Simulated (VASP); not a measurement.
A run of VASP 6.6.1:

File INCAR:

```
  PREC = Accurate
  ENCUT = 300
  EDIFF = 1E-7
  ISMEAR = 0
  SIGMA = 0.1
  LREAL = F
  LASPH = T
  NELM = 80
  ALGO = Fast
  ISIF = 3
  LWAVE = F
  LCHARG = F
  GGA = PS
  IBRION = 2
  NSW = 90
  EDIFFG = -0.005
```

KPOINTS

```
regular mesh
0
Gamma
  18 18 18
```

The input POSCAR:

```
Pt
1.0
   -1.5570610900      1.5570610900      1.5570610900
    1.5570610900     -1.5570610900      1.5570610900
    1.5570610900      1.5570610900     -1.5570610900
Pt
1
Direct
    0.0000000000      0.0000000000      0.0000000000
```

Potentials or basis: VASP PAW PBE potentials, release 64 (Pt).

Command:

```console
$ cat potpaw_PBE.64/Pt/POTCAR > POTCAR
$ mpirun -np 1 vasp_std > vasp.out
```

Hardware: 1 thread of AMD EPYC 9R45 96-Core Processor (Zen 5) (shared host).

Task: How long does it take, and how much memory?

Result: It took 12 s on 1 thread of AMD EPYC 9R45 96-Core Processor (Zen 5), with other jobs on the host, peak memory 0.09 GiB. Counts: scf iterations 32, k points 195, ion steps 3.
